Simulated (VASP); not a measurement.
A run of VASP 6.6.1 is set up as follows.

Contents of INCAR:

```
PREC     = Accurate       # precision mode
ENCUT    = 520            # plane-wave cutoff, eV
EDIFF    = 1E-7           # SCF threshold, eV
ISMEAR   = -1             # smearing method
SIGMA    = 0.05           # smearing width, eV
LREAL    = F              # projectors in reciprocal space
LASPH    = T              # aspherical terms in the spheres
NELM     = 100            # most SCF steps
ALGO     = Normal         # electronic algorithm
ISIF     = 2              # what is computed and relaxed
LWAVE    = F              # write WAVECAR
LCHARG   = F              # write CHGCAR
GGA      = PS             # functional
NBANDS   = 18             # bands
```

File KPOINTS:

```
regular mesh
0
Gamma
  10 10 10
```

POSCAR

```
TiAl3
1.0
   -1.9111067713      1.9111067713      4.2806687947
    1.9111067713     -1.9111067713      4.2806687947
    1.9111067713      1.9111067713     -4.2806687947
Ti Al
1 3
Direct
   -0.0096190000      0.0003760000     -0.0047860000
    0.2566370000      0.7534730000      0.5188220000
    0.7460380000      0.2426830000      0.4969250000
    0.5028580000      0.4875310000      0.0001400000
```

Potentials or basis: VASP PAW PBE potentials, release 64 (Ti_sv, Al).

Command:

```sh
$ cat potpaw_PBE.64/Ti_sv/POTCAR potpaw_PBE.64/Al/POTCAR > POTCAR
$ mpirun -np 1 vasp_std > vasp.out
```

Task: Predict the largest force.

Result: 0.618 eV/Å.

Task: Estimate the pressure.

Result: -0.2 GPa.

Forces on the atoms (eV/Å):
```
Ti  -0.250  0.551 -0.122
Al  -0.288 -0.321  0.048
Al   0.207  0.156  0.049
Al   0.332 -0.386  0.025
```

Caveat: the PAW data sets were made with another functional, which shifts forces and pressure a little.
